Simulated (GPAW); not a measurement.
The system is Sb.

```
Sb
1.0
     3.35453    0.00000    0.00000
    -1.67727    2.90511    0.00000
     0.00000    0.00000    5.47016
Sb
2
Direct
  0.66667 0.33333 0.75000
  0.33333 0.66667 0.25000
```

This isn't the form of Sb at room conditions, which is rhombohedral.

| Quantity | Value |
| --- | --- |
| Program | GPAW 26.7.0 |
| Task | relaxation of cell and atoms |
| Functional | PBEsol |
| Dispersion | D4 |
| Potentials or basis | PAW data sets generated in the run's folder for this functional |
| Cutoff | 600 eV |
| Basis | pw |
| k mesh | 7 × 7 × 4 |
| Occupations | fermi-dirac, width 0.05 eV |
| Spin | no spin polarisation |

At the start: pressure -3.5 GPa; volume 26.65 Å³/atom.

Question: Where does the relaxation end?

Answer: Over 7 steps the energy falls by 17.8 meV/atom and the volume is 25.26 Å³/atom (-5.2 %); space group P6_3/mmc (No. 194, to 0.05 Å).

Step by step:
| step | energy change (eV) | largest force (eV/Å) | pressure (GPa) | volume (Å³) |
| --- | --- | --- | --- | --- |
| 1 | 0.0000 | 0.0000 | -3.55 | 53.31 |
| 2 | -0.0138 | 0.0000 | -2.80 | 52.64 |
| 3 | -0.0351 | 0.0000 | 0.29 | 50.29 |
| 4 | -0.0353 | 0.0000 | 0.04 | 50.46 |
| 5 | -0.0354 | 0.0000 | -0.03 | 50.51 |
| 6 | -0.0356 | 0.0000 | -0.09 | 50.54 |
| 7 | -0.0356 | 0.0000 | -0.04 | 50.51 |

Final structure:
```
Sb
1.0
     3.30973    0.00000    0.00000
    -1.65487    2.86631    0.00000
     0.00000    0.00000    5.32444
Sb
2
Direct
  0.66667 0.33333 0.75000
  0.33333 0.66667 0.25000
```

Caveat: later steps reuse the first step's grids; pairwise dispersion overbinds metals, which lowers pressure and volume.
